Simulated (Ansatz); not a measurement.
# Formation energy of PbF2 in the fluorite structure

Level of theory: DFT, r²SCAN, scalar-relativistic, no spin polarisation; plane waves to 500 eV with PAW datasets (Ansatz 0.2.0), Γ-centred 8×8×8 mesh, 0.05 eV Gaussian smearing; PAW files: Ansatz's generated set soft_2.

The start was a prototype's sites filled with these elements; the Crystallography Open Database holds the compound in this structure.

The structure is cubic, space group Fm-3m (No. 225). Conventional cell: a = 5.921 Å, b = 5.921 Å, c = 5.921 Å, α = 90.00°, β = 90.00°, γ = 90.00°. Pb (site symmetry m-3m) has 8 F at 2.56 Å as nearest neighbours. F (site symmetry -43m) has 4 Pb at 2.56 Å as nearest neighbours. (Shells end 15 % past the nearest neighbour.)

The elements were computed in their standard states (gases as isolated molecules) with the same datasets, cutoff and functional. Total energies depend on the potentials used, so only differences within one code and one set of settings carry meaning.

Energy of the relaxed cell (3 atoms, smearing extrapolated to zero): -13542.238 eV. Elements, in eV/atom: Pb -11920.859, F -806.856.

Problem. What is the formation energy?

Solution. [-13542.238 − (1 × -11920.859 + 2 × -806.856)] / 3 = -2.56 eV/atom, or -247 kJ per mole of atoms.

The value is for 0 K, without zero-point energy and without any correction for the binding of gas molecules. Uncorrected semilocal values for oxides, chalcogenides and halides often miss by tenths of an eV an atom. A negative value shows stability against the elements alone, not against other compounds or structures.

Bader charges against formal ones: Pb +1.62 (+2), F −0.81 (−1). The cations give up 81 % of the formal charge; Bader charges stay under formal ones because the anions' density reaches into the cations' basins, though a share this high marks a strongly ionic bond.

 Spin–orbit coupling, which matters for such heavy elements, is left out.
